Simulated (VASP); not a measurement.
Runs of VASP 6.6.1 on Sc. It takes space group I4/mmm (No. 139, tetragonal). The conventional cell has a = 3.834 Å, b = 3.834 Å, c = 3.435 Å, α = 90.00°, β = 90.00°, γ = 90.00°. Sc (site symmetry 4/mmm) is surrounded by 10 Sc at 3.21 to 3.44 Å. This isn't the form of Sc at room conditions, which is hcp.

| task | level | potentials or basis | U | cell | cutoff (eV) | smearing | optimiser | other keys | gap on the mesh (eV) | pressure (GPa) |
| --- | --- | --- | --- | --- | --- | --- | --- | --- | --- | --- |
| density of states | PW91+D3(BJ) | VASP PAW PBE potentials, release 64 (Sc_sv) | - | as given | 520 | tetrahedron | - | - | none | -2.8 |
| single point | PBE | VASP PAW PBE potentials, release 64 (Sc_sv) | - | as given | 520 | gaussian 0.02 eV | - | - | none | -0.8 |
| relaxation of cell and atoms | LDA+U | VASP PAW LDA potentials, release 64 (Sc_sv) | Sc d U = 2 eV | relaxed | 600 | gaussian 0.05 eV | vasp | - | none | 0.0 |
| atomic charges | r2SCAN | VASP PAW PBE potentials, release 54 (Sc_sv) | - | as given | 520 | fermi-dirac 0.1 eV | - | - | none | (a) |
| single point | PBE+D2+U | VASP PAW PBE potentials, release 64 (Sc_sv) | Sc d U = 8 eV | cell strained at random at fixed volume | 520 | tetrahedron, uncorrected 0.1 eV | - | ISMEAR = -4; SIGMA = 0.1; LASPH = no; ISYM = 1 | none | 9.8 |

Alike in all rows: no spin polarisation; k mesh 10 × 10 × 10.

**Question.** Estimate the missing entries.

**Answer.** (a) -0.1.

Caveats: the PAW data sets were made with another functional, which shifts forces and pressure a little (some runs); pairwise dispersion overbinds metals, which lowers pressure and volume (some runs); U without spin polarisation on a metal has little footing (some runs); the U is typed as a test and isn't derived for this compound (some runs); tetrahedron occupations give inexact forces and stress in metals (some runs); atom-pairwise D2, TS and ULG terms overbind metals (some runs).

A gap of «none» marks a metal or a gap under the smearing width.
